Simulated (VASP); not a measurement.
# CdSe (P6_3mc) in VASP: settings compared

One crystal, CdSe, is run at these levels: PBE+D3(BJ), PBEsol; tasks: relaxation of cell and atoms, single point.

Everything below comes from runs of VASP 6.6.1. Logs are shortened: lines on timing, memory, paths and dates and some standing lists are left out, and cuts for length are marked.

**Measured values to compare with.**

From a printed reference work, data compilation, for a bulk crystal of CdSe at 2 K: band gap 1.841 eV.

The results are compared with them further down.

## 1. The crystal as given

It takes space group P6_3mc (No. 186, hexagonal). The conventional cell has a = 4.346 Å, b = 4.346 Å, c = 7.090 Å, α = 90.00°, β = 90.00°, γ = 120.00°. Cd (site symmetry 3m) has 4 Se at 2.66 to 2.67 Å as nearest neighbours. Se (site symmetry 3m) has 4 Cd at 2.66 to 2.67 Å as nearest neighbours.

The cell is a database's computed one.

## 2. Relaxation of cell and atoms, PBE+D3(BJ)

Contents of INCAR:

```
SYSTEM = CdSe
  PREC = Accurate
  ENCUT = 600
  EDIFF = 1E-7
  ISMEAR = 0
  SIGMA = 0.02
  LREAL = .False.
  LASPH = .True.
  NELM = 80
  ALGO = Normal
  ISIF = 3
  LWAVE = .False.
  LCHARG = .False.
  GGA = PE
  IVDW = 12
  IBRION = 2
  NSW = 90
  EDIFFG = -0.005
```

Contents of KPOINTS:

```
Automatic mesh
0
Gamma
  9 9 6
  0 0 0
```

Contents of POSCAR:

```
CdSe
1.0
    4.3460853800      0.0000000000      0.0000000000
   -2.1730426900      3.7638203500      0.0000000000
    0.0000000000      0.0000000000      7.0898398800
Cd Se
2 2
Direct
    0.6666666700      0.3333333300      0.4999533600
    0.3333333300      0.6666666700      0.9999533600
    0.6666666700      0.3333333300      0.8759066400
    0.3333333300      0.6666666700      0.3759066400
```

Potentials or basis: VASP PAW PBE potentials, release 64 (Cd, Se).

Launch:

```
cat potpaw_PBE.64/Cd/POTCAR potpaw_PBE.64/Se/POTCAR > POTCAR
mpirun -np 1 vasp_std > vasp.out
```

OUTCAR:

```text
SYSTEM = CdSe
   PREC = Accurate
   ENCUT = 600
   EDIFF = 1E-7
   ISMEAR = 0
   LREAL = .False.
   LASPH = .True.
   NELM = 80
   ISIF = 3
   GGA = PE
   IVDW = 12
   IBRION = 2
   NSW = 90
   EDIFFG = -0.005
 IVDW          = 12

 ion  position               nearest neighbor table
   1  0.667  0.333  0.500-   4 2.66   4 2.66   4 2.66   3 2.67
   2  0.333  0.667  1.000-   3 2.66   3 2.66   3 2.66   4 2.67
   3  0.667  0.333  0.876-   2 2.66   2 2.66   2 2.66   1 2.67
   4  0.333  0.667  0.376-   1 2.66   1 2.66   1 2.66   2 2.67

  LATTYP: Found a hexagonal cell.
 ALAT       =     4.3460853800
 C/A-ratio  =     1.6313162904

  Lattice vectors:

 A1 = (   4.3460853800,   0.0000000000,   0.0000000000)
 A2 = (  -2.1730426900,   3.7638203500,   0.0000000000)
 A3 = (   0.0000000000,   0.0000000000,   7.0898398800)

Analysis of symmetry for initial positions (statically):
=====================================================================
 Subroutine PRICEL returns:
 Original cell was already a primitive cell.

 Routine SETGRP: Setting up the symmetry group for a
 hexagonal supercell.

 Subroutine GETGRP returns: Found 12 space group operations
 (whereof  6 operations were pure point group operations)
 out of a pool of 24 trial point group operations.

The static configuration has the point symmetry C_3v.
 The point group associated with its full space group is C_6v.

Analysis of symmetry for dynamics (positions and initial velocities):
=====================================================================
 Subroutine PRICEL returns:
 Original cell was already a primitive cell.

 Routine SETGRP: Setting up the symmetry group for a
 hexagonal supercell.

 Subroutine GETGRP returns: Found 12 space group operations
 (whereof  6 operations were pure point group operations)
 out of a pool of 24 trial point group operations.

The dynamic configuration has the point symmetry C_3v.
 The point group associated with its full space group is C_6v.

 Subroutine INISYM returns: Found 12 space group operations
 (whereof  6 operations are pure point group operations),
 and found     1 'primitive' translations

----------------------------------------------------------------------------------------

                                     Primitive cell

  volume of cell :     115.9748

  direct lattice vectors                    reciprocal lattice vectors
     4.346085380  0.000000000  0.000000000     0.230092120  0.132843747  0.000000000
    -2.173042690  3.763820350  0.000000000     0.000000000  0.265687495  0.000000000
     0.000000000  0.000000000  7.089839880     0.000000000  0.000000000  0.141046909

  length of vectors
     4.346085380  4.346085383  7.089839880     0.265687495  0.265687495  0.141046909

  position of ions in fractional coordinates (direct lattice)
     0.666666670  0.333333330  0.499953360
     0.333333330  0.666666670  0.999953360
     0.666666670  0.333333330  0.875906640
     0.333333330  0.666666670  0.375906640

  ion indices of the primitive-cell ions
   primitive index   ion index
                 1           1
                 2           2
                 3           3
                 4           4

----------------------------------------------------------------------------------------

 KPOINTS: Automatic mesh

Automatic generation of k-mesh.
 Grid dimensions read from file:
 generate k-points for:    9    9    6

 Generating k-lattice:

  Cartesian coordinates                     Fractional coordinates (reciprocal lattice)
     0.025565791  0.014760416  0.000000000     0.111111111 -0.000000000  0.000000000
     0.000000000  0.029520833  0.000000000     0.000000000  0.111111111  0.000000000
     0.000000000  0.000000000  0.023507818     0.000000000  0.000000000  0.166666667

  Length of vectors
     0.029520833  0.029520833  0.023507818

  Shift w.r.t. Gamma in fractional coordinates (k-lattice)
     0.000000000  0.000000000  0.000000000

 Subroutine IBZKPT returns following result:
 ===========================================

 Found     48 irreducible k-points:

 Following reciprocal coordinates:
            Coordinates               Weight
  0.000000  0.000000  0.000000      1.000000
  0.111111  0.000000  0.000000      6.000000
  0.222222  0.000000  0.000000      6.000000
  0.333333  0.000000  0.000000      6.000000
  0.444444  0.000000  0.000000      6.000000
  0.111111  0.111111  0.000000      6.000000
[... 16 lines left out ...]
  0.333333  0.222222  0.166667     24.000000
  0.333333  0.333333  0.166667      4.000000
 [... further k-points ...]
   k-points           NKPTS =     48   k-points in BZ     NKDIM =     48   number of bands    NBANDS=     22
   number of dos      NEDOS =    301   number of ions     NIONS =      4
   total plane-waves  NPLWV =  77760
   dimension x,y,z NGX =    36 NGY =   36 NGZ =   60
   dimension x,y,z NGXF=    72 NGYF=   72 NGZF=  120
   ions per type =               2   2
   NGX,Y,Z   is equivalent  to a cutoff of  13.77, 13.77, 14.07 a.u.
   NGXF,Y,Z  is equivalent  to a cutoff of  27.54, 27.54, 28.14 a.u.
 SYSTEM =  CdSe
   PREC   = accura    normal or accurate (medium, high low for compatibility)
   ISTART =      0    job   : 0-new  1-cont  2-samecut
   ICHARG =      2    charge: 1-file 2-atom 10-const
   ISPIN  =      1    spin polarized calculation?
   LNONCOLLINEAR =      F non collinear calculations
   LSORBIT =      F    spin-orbit coupling
   LASPH  =      T    aspherical Exc in radial PAW
   ENCUT  =  600.0 eV  44.10 Ry    6.64 a.u.   8.68  8.68 14.16*2*pi/ulx,y,z
   NELM   =     80;   NELMIN=  2; NELMDL= -5     # of ELM steps
   EDIFF  = 0.1E-06   stopping-criterion for ELM
   LREAL  =      F    real-space projection
   EDIFFG = -.5E-02   stopping-criterion for IOM
   NSW    =     90    number of steps for IOM
   IBRION =      2    ionic relax: 0-MD 1-quasi-New 2-CG
   NFREE  =      1    steps in history (QN), initial steepest desc. (CG)
   ISIF   =      3    stress and relaxation
   ISYM   =      2    0-nonsym 1-usesym 2-fastsym
   POTIM  = 0.5000    time-step for ionic-motion
   TEBEG  =    0.0;   TEEND  =   0.0 temperature during run
   PSTRESS=    0.0 pullay stress
   NELECT =      36.0000    total number of electrons
   NUPDOWN=      -1.0000    fix difference up-down
   EMIN   =  10.00;   EMAX   =-10.00  energy-range for DOS
   EFERMI =   0.00;   METHOD = LEGACY
   ISMEAR =     0;   SIGMA  =   0.02  broadening in eV -4-tet -1-fermi 0-gaus
   EFERMI_NEDOS =   21; number of points for ismear=-14 and -15
   IALGO  =     38    algorithm
   IMIX   =      4    mixing-type and parameters
     AMIX     =   0.40;   BMIX     =  1.00
     AMIX_MAG =   1.60;   BMIX_MAG =  1.00
  volume/ion in A,a.u.               =      28.99       195.66
  Fermi-wavevector in a.u.,A,eV,Ry     =   1.108463  2.094691 16.717341  1.228690
  Thomas-Fermi vector in A             =   2.244990
   LORBIT       =      0    0 simple, 1 ext, 2 COOP (PROOUT), +10 PAW based schemes
   GGA     = PE    functional components
   LHFCALC =     F    Hartree Fock is set to
   AEXX    =    0.0000 exact exchange contribution
   IVDW    =    12    specifies the selected vdW correction
   LEPSILON=     F    determine dielectric tensor
   LRPA    =     F    only Hartree local field effects (RPA)
 conjugate gradient relaxation of ions
 non-spin polarized calculation
 Gauss-broadening in eV      SIGMA  =   0.02
  energy-cutoff  :      600.00
  volume of cell :      115.97
 maximum number of plane-waves:      3903
 NGX is ok and might be reduce to    36
   NGX = 17   NGY = 17   NGZ = 29

--------------------------------------- Ionic step        1  -------------------------------------------

 number of electron      36.0000009 magnetization

 Free energy of the ion-electron system (eV)
  ---------------------------------------------------
  ext. energy  EPLUGINS =         0.00000000
  ---------------------------------------------------
  free energy    TOTEN  =       -10.97820270 eV

  energy without entropy =      -10.97820270  energy(sigma->0) =      -10.97820270

------------------------ aborting loop because EDIFF is reached ----------------------------------------

 Edisp (eV)   -1.23130

 E8    (eV) :    -0.5259

  FORCE on cell =-STRESS in cart. coord.  units (eV):
  Direction    XX          YY          ZZ          XY          YZ          ZX
  --------------------------------------------------------------------------------------
  -------------------------------------------------------------------------------------
  Total      -0.35761    -0.35761    -0.33660     0.00000     0.00000     0.00000
  in kB      -4.94027    -4.94027    -4.65003     0.00000     0.00000     0.00000
  external pressure =       -4.84 kB  Pullay stress =        0.00 kB
[... 191 lines left out ...]
  energy  without entropy=      -12.2112824941  energy(sigma->0) =      -12.21128249

--------------------------------------- Ionic step        6  -------------------------------------------

 number of electron      36.0000005 magnetization

 Free energy of the ion-electron system (eV)
  ---------------------------------------------------
  ext. energy  EPLUGINS =         0.00000000
  ---------------------------------------------------
  free energy    TOTEN  =       -10.96608548 eV

  energy without entropy =      -10.96608548  energy(sigma->0) =      -10.96608548

 E-fermi :   0.8990     XC(G=0):  -8.7868

 val. band max:        0.7862251499   @ k =   0.0000   0.0000   0.0000
 cond. band min:       1.4053283261   @ k =   0.0000   0.0000   0.0000
 fundamental gap:      0.6191031763
 Fermi energy:         0.8989600112

 k-point     1 :       0.0000    0.0000    0.0000
  band No.  band energies     occupation
      1     -11.7026      2.00000
      2     -11.3436      2.00000
      3      -7.0775      2.00000
      4      -7.0705      2.00000
      5      -7.0705      2.00000
      6      -7.0063      2.00000
[... 574 lines left out ...]
      6      -6.8577      2.00000
[... 14 lines left out ...]
     21       5.2584      0.00000
     22       7.3725      0.00000

 [... further k-points ...]

------------------------ aborting loop because EDIFF is reached ----------------------------------------

 Edisp (eV)   -1.24522

 E8    (eV) :    -0.5321

  FORCE on cell =-STRESS in cart. coord.  units (eV):
  Direction    XX          YY          ZZ          XY          YZ          ZX
  --------------------------------------------------------------------------------------
  -------------------------------------------------------------------------------------
  Total      -0.01381    -0.01381     0.01075     0.00000     0.00000     0.00000
  in kB      -0.19271    -0.19271     0.15003     0.00000     0.00000     0.00000
  external pressure =       -0.08 kB  Pullay stress =        0.00 kB
[... 19 lines left out ...]
  FREE ENERGIE OF THE ION-ELECTRON SYSTEM (eV)
  ---------------------------------------------------
  free  energy   TOTEN  =       -12.2113100088 eV

  energy  without entropy=      -12.2113100088  energy(sigma->0) =      -12.21131001

 reached required accuracy - stopping structural energy minimisation
```

It took 4.3 min on 1 thread of Intel Xeon 6975P-C (Granite Rapids), shared host; peak memory 0.38 GiB.

Results:

```yaml
Free_energy: -12.2113 eV
Relaxed_volume: 28.71 Å³/atom
Relaxed_cell: a = 4.330 Å, b = 4.330 Å, c = 7.072 Å, α = 90.00°, β = 90.00°, γ = 120.00°
Space_group_after_relaxing_to_0.05_Å: P6_3mc (No. 186)
Energy_gained_by_relaxing: 0.5 meV/atom
Ionic_steps: 6
Pressure_after_relaxing: 0.0 GPa
Band_gap_on_the_k_mesh: 0.62 eV, direct
Dispersion_energy_per_atom: -0.311 eV
```

The path:
```
step  energy change (eV)  largest force (eV/Å)  pressure (GPa)  volume (Å³)
   1              0.0000                0.0073           -0.48       115.97
   2             -0.0016                0.0075            0.14       114.51
   3             -0.0018                0.0075            0.00       114.82
   4             -0.0018                0.0075           -0.01       114.85
   5             -0.0018                0.0061           -0.01       114.85
   6             -0.0018                0.0018           -0.01       114.85
```

Final structure:
```cif
data_structure
_symmetry_space_group_name_H-M 'P 1'
_symmetry_Int_Tables_number 1
_cell_length_a 4.3303
_cell_length_b 4.3303
_cell_length_c 7.0722
_cell_angle_alpha 90.000
_cell_angle_beta 90.000
_cell_angle_gamma 120.000
_cell_volume 114.85
loop_
_atom_site_label
_atom_site_type_symbol
_atom_site_fract_x
_atom_site_fract_y
_atom_site_fract_z
_atom_site_occupancy
Cd1 Cd 0.66667 0.33333 0.50018 1
Cd2 Cd 0.33333 0.66667 0.00018 1
Se1 Se 0.66667 0.33333 0.87567 1
Se2 Se 0.33333 0.66667 0.37567 1
```

## 3. Relaxation of cell and atoms, PBEsol

INCAR, as its differences from that of step 2:

```diff
@@ -2,3 +2,3 @@
   PREC = Accurate
-  ENCUT = 600
+  ENCUT = 300
   EDIFF = 1E-7
@@ -13,4 +13,3 @@
   LCHARG = .False.
-  GGA = PE
-  IVDW = 12
+  GGA = PS
   IBRION = 2
```

KPOINTS is that of step 2.

POSCAR is that of step 2.

Potentials or basis: VASP PAW PBE potentials, release 64 (Cd, Se).

Launch:

```
cat potpaw_PBE.64/Cd/POTCAR potpaw_PBE.64/Se/POTCAR > POTCAR
mpirun -np 1 vasp_std > vasp.out
```

Wall time 1.7 min (1 thread of Intel Xeon 6975P-C (Granite Rapids), shared host); peak memory 0.21 GiB.

The run converged, but some of its settings lie outside the range that counts as converged, so its numbers aren't taken as properties of the crystal.

What came out:

- Free energy: -12.3498 eV
- Relaxed volume: 28.31 Å³/atom
- Relaxed cell: a = 4.311 Å, b = 4.311 Å, c = 7.033 Å, α = 90.00°, β = 90.00°, γ = 120.00°
- Space group after relaxing (to 0.05 Å): P6_3mc (No. 186)
- Energy gained by relaxing: 2.6 meV/atom
- Ionic steps: 3
- Largest force after relaxing: 0.004 eV/Å
- Band gap on the k mesh: 0.52 eV, direct

Caveat: the cutoff is under 1.25 times the usual one of these potentials, so pressure, stress and relaxed cells hold a basis-set (Pulay) error; the PAW data sets were made with another functional, which shifts forces and pressure a little.

## 4. Relaxation of cell and atoms, PBEsol

INCAR, as its differences from that of step 3:

```diff
@@ -2,3 +2,3 @@
   PREC = Accurate
-  ENCUT = 300
+  ENCUT = 600
   EDIFF = 1E-7
```

Contents of KPOINTS:

```
Automatic mesh
0
Gamma
  3 3 2
  0 0 0
```

POSCAR is that of step 3.

Launch:

```
cat potpaw_PBE.64/Cd/POTCAR potpaw_PBE.64/Se/POTCAR > POTCAR
mpirun -np 1 vasp_std > vasp.out
```

It took 2.6 min on 1 thread of Intel Xeon 6975P-C (Granite Rapids), shared host; peak memory 0.28 GiB.

Results (log left out):

| Property | Result |
| --- | --- |
| Free energy | -12.1317 eV |
| Relaxed volume | 28.50 Å³/atom |
| Relaxed cell | a = 4.345 Å, b = 4.345 Å, c = 6.975 Å, α = 90.00°, β = 90.00°, γ = 120.00° |
| Space group after relaxing (to 0.05 Å) | P6_3mc (No. 186) |
| Energy gained by relaxing | 2.2 meV/atom |
| Ionic steps | 12 |
| Pressure after relaxing | 0.0 GPa |
| Band gap on the k mesh | 0.51 eV, direct |

Step by step:
```tsv
step	energy change (eV)	largest force (eV/Å)	pressure (GPa)	volume (Å³)
1	0.0000	0.0565	-0.83	115.97
2	-0.0075	0.0303	0.26	113.48
3	-0.0078	0.0142	0.07	113.88
4	-0.0081	0.0269	0.01	114.02
5	-0.0082	0.0323	-0.02	114.08
6	-0.0081	0.0431	-0.07	114.19
7	-0.0082	0.0356	-0.03	114.11
8	-0.0084	0.0223	-0.03	114.11
9	-0.0086	0.0064	-0.04	114.11
10	-0.0086	0.0029	-0.04	114.11
11	-0.0086	0.0004	0.04	113.94
12	-0.0086	0.0012	0.01	114.02
```

Final structure:
```
Cd Se
1.0
     4.34474    0.00000    0.00000
    -2.17237    3.76265    0.00000
     0.00000    0.00000    6.97454
Cd Se
2 2
Direct
  0.66667 0.33333 0.49915
  0.33333 0.66667 0.99915
  0.66667 0.33333 0.87671
  0.33333 0.66667 0.37671
```

Levels at points of the mesh, in eV from the valence-band top:
```tsv
k point	band 15	band 16	band 17	band 18	band 19	band 20	band 21	band 22
(0.00, 0.00, 0.00)	-0.79	0.00	0.00	0.00	0.51	1.97	5.69	5.69
(0.00, 0.00, 0.50)	-0.41	-0.41	-0.41	-0.41	2.21	2.21	5.76	5.76
```

Caveat: the k mesh is coarse (spacing up to 0.56 Å⁻¹), so the values aren't converged; the PAW data sets were made with another functional, which shifts forces and pressure a little.

## 5. Single point, PBEsol

Contents of INCAR:

```
SYSTEM = CdSe
PREC = Accurate ; ENCUT = 520
EDIFF = 1E-6 ; ISMEAR = 0
SIGMA = 0.02 ; LREAL = .FALSE.
LASPH = .TRUE. ; NELM = 80
ALGO = Normal ; ISIF = 2
LWAVE = .FALSE. ; LCHARG = .FALSE.
GGA = PS ; NBANDS = 26
```

Contents of KPOINTS:

```
regular mesh
0
G
  9 9 6
  0 0 0
```

POSCAR is that of step 4.

Launch:

```
cat potpaw_PBE.64/Cd/POTCAR potpaw_PBE.64/Se/POTCAR > POTCAR
mpirun -np 1 vasp_std > vasp.out
```

Wall time 1.7 min (1 thread of Intel Xeon 6975P-C (Granite Rapids), shared host); peak memory 0.3 GiB.

Results (log left out):

```yaml
Free_energy: -12.3428 eV
Pressure: -1.2 GPa
Band_gap_on_the_k_mesh: 0.48 eV, direct
```

Forces on the atoms (eV/Å):
```
Cd   0.000  0.000  0.002
Cd   0.000  0.000  0.002
Se   0.000  0.000 -0.002
Se   0.000  0.000 -0.002
```

Levels at points of the mesh, in eV from the valence-band top:
```
           k point  band 16  band 17  band 18  band 19  band 20  band 21
(0.00, 0.00, 0.00)    -0.04     0.00     0.00     0.48     2.06     5.78
(0.00, 0.00, 0.50)    -0.38    -0.38    -0.38     2.22     2.22     5.70
```

Caveat: the PAW data sets were made with another functional, which shifts forces and pressure a little.

## 6. The runs side by side

```tsv
task	level	cell	k mesh	cutoff (eV)	mesh quality	gap on the mesh (eV)	pressure (GPa)	relaxed volume (Å³/atom)
relaxation of cell and atoms	PBE+D3(BJ)	relaxed	9 × 9 × 6	600	not flagged	0.62	0.0	28.71
relaxation of cell and atoms	PBEsol	relaxed	3 × 3 × 2	600	coarse	0.51	0.0	28.50
single point	PBEsol	as given	9 × 9 × 6	520	not flagged	0.48	-1.2	-
```

Alike in all rows: potentials or basis VASP PAW PBE potentials, release 64 (Cd, Se); no spin polarisation; smearing gaussian 0.02 eV.

Caveats: some runs use coarse meshes; the PAW data sets were made with another functional, which shifts forces and pressure a little (some runs).

Total energies depend on the potentials used, so only differences within one code and one set of settings carry meaning.

## 7. How close it comes

Step 5. Against the measured gap of CdSe, 1.841 eV (2 K; a printed reference work, data compilation), the calculated 0.48 eV is off by -1.36 eV. So large a miss can be the level of theory's own, or it may mean another phase, state or a wrong row. Spin-orbit coupling on Cd, Se is left out. The value is that of PBEsol, without temperature or zero-point motion. Semilocal functionals fall short of measured gaps as a rule. The cell is a database's relaxed one, not the measured one, which moves gaps too.
